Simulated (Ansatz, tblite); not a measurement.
# MgSe with GFN2-xTB from a Python script

These are simulated results from tblite 0.8.0, not measurements. The cell began as a measured structure and was relaxed with r2SCAN in plane waves (Ansatz 0.2.0). All runs are without spin polarisation.

Space group Fm-3m (No. 225), cubic; a = 5.473 Å in the conventional setting, 20.49 Å³ an atom. Around Mg lie 6 Se at 2.74 Å; around Se lie 6 Mg at 2.74 Å.

tblite solves periodic systems at the zone centre alone, so the script builds a cluster of 2×2×2 conventional cells (64 atoms), which folds in a coarse mesh of k points.

The script, run.py:

```python
import json
from ase import Atoms
from ase.build import make_supercell
from ase.units import Bohr, GPa, Hartree
from tblite.interface import Calculator

atoms = Atoms(['Mg', 'Se'],
              cell=[[-0.0, 2.736276, 2.736276], [2.736276, 0.0, 2.736276], [2.736276, 2.736276, 0.0]],
              scaled_positions=[[-0.0, 0.0, 0.0], [0.5, 0.5, 0.5]],
              pbc=True)
cluster = make_supercell(atoms, [[-2, 2, 2], [2, -2, 2], [2, 2, -2]])
calc = Calculator('GFN2-xTB', cluster.numbers, cluster.positions / Bohr, lattice=cluster.cell[:] / Bohr, periodic=cluster.pbc)
calc.set('temperature', 0.02 / Hartree)
calc.set('max-iter', 150)
res = calc.singlepoint()
levels = res.get('orbital-energies') * Hartree
nv = round(res.get('orbital-occupations').sum() / 2)
cells = len(cluster) // len(atoms)
out = {'energy_per_cell': res.get('energy') * Hartree / cells, 'homo': levels[nv - 1], 'lumo': levels[nv],
       'stress': (-res.get('virial') * Hartree / cluster.get_volume() / GPa).tolist(), 'charges': res.get('charges')[:len(atoms)].tolist(), 'electrons': 2 * nv / cells}
json.dump(out, open('results.json', 'w'))
for key, value in out.items():
    print(key, value)
```

Command: `python run.py`. It took 8.4 s on 1 thread of Arm Neoverse V1, with other jobs on the host, peak memory 0.14 GiB.

What it printed:

```
------------------------------------------------------------
  cycle        total energy    energy error   density error
------------------------------------------------------------
      1     -110.4931620909  -1.1071898E+02   4.8497829E-01
      2     -119.3199466579  -8.8267846E+00   1.9886167E-01
      3     -120.0274794016  -7.0753274E-01   1.0541369E-01
      4     -121.8333886465  -1.8059092E+00   8.9613310E-02
      5     -116.9740681305   4.8593205E+00   2.5423439E-01
      6     -120.7483338799  -3.7742657E+00   1.4759364E-01
      7     -120.4431661730   3.0516771E-01   1.5243737E-01
      8     -121.9862978034  -1.5431316E+00   8.5126391E-02
      9     -122.1016948076  -1.1539700E-01   8.1843490E-02
     10     -122.6147290579  -5.1303425E-01   3.3557888E-02
     11     -122.5583862669   5.6342791E-02   3.8290513E-02
     12     -122.6518970240  -9.3510757E-02   1.6513469E-02
     13     -122.6660112648  -1.4114241E-02   8.0860104E-03
     14     -122.6683395167  -2.3282518E-03   4.4177508E-03
     15     -122.6692835020  -9.4398535E-04   2.8511813E-04
     16     -122.6692787076   4.7943963E-06   2.7453124E-04
     17     -122.6692765000   2.2076275E-06   3.0322769E-04
     18     -122.6692690437   7.4562564E-06   3.9972573E-04
     19     -122.6692859010  -1.6857280E-05   3.6832500E-05
     20     -122.6692858700   3.1004376E-08   3.1077904E-05
     21     -122.6692859284  -5.8362872E-08   1.5985127E-05
------------------------------------------------------------

 total:                                   7.751 sec
energy_per_cell -104.31254039782966
homo -11.720676202446276
lumo -11.577030888631354
stress [[5.4066392406137895, 3.1595678034878007e-13, 2.9329255486362047e-13], [3.159719592281037e-13, 5.406639240613021, 5.776420746125992e-13], [2.932652995409863e-13, 5.777295266760188e-13, 5.406639240612615]]
charges [0.6337531084049102, -0.6337603104929819]
electrons 8.0
```

The cycle table is in hartree for the whole cluster, and the lines after it are in eV (the energy for one cell). The printed stress is in GPa and positive in compression, and the pressure is its mean diagonal.

GFN2-xTB gives a gap of 0.14 eV. On the same cell, plane-wave PBE (Ansatz, 8×8×8 k points and the special points) gives a gap of 1.80 eV and r2SCAN a gap of 2.48 eV; on shared hosts these took about 1.8 and 4 core-seconds on the 2-atom cell, against 8.4 for the script. Semilocal gaps usually lie below measured ones. xTB was fitted to molecules, so gaps, charges and pressures of solids can be far off, and the gap also depends on the size of the cluster.

The same script was run on cells scaled at fixed shape and fractional coordinates:

```json
{"volume (Å³/atom)": "18.03", "energy (meV/atom)": "138.3", "pressure (GPa, positive in compression)": "13.30", "gap (eV)": "0.20"}
{"volume (Å³/atom)": "19.26", "energy (meV/atom)": "54.3", "pressure (GPa, positive in compression)": "8.82", "gap (eV)": "0.17"}
{"volume (Å³/atom)": "20.49", "energy (meV/atom)": "0.0", "pressure (GPa, positive in compression)": "5.41", "gap (eV)": "0.14"}
{"volume (Å³/atom)": "21.72", "energy (meV/atom)": "-30.8", "pressure (GPa, positive in compression)": "2.74", "gap (eV)": "0.13"}
{"volume (Å³/atom)": "22.95", "energy (meV/atom)": "-43.8", "pressure (GPa, positive in compression)": "0.63", "gap (eV)": "0.13"}
```

The minimum lies beyond the largest of these volumes.

xTB was fitted mostly to molecules, and a small cluster samples few k points, so gaps, pressures and kinks along a curve can be far from a solid's.

Spin-orbit coupling is left out.
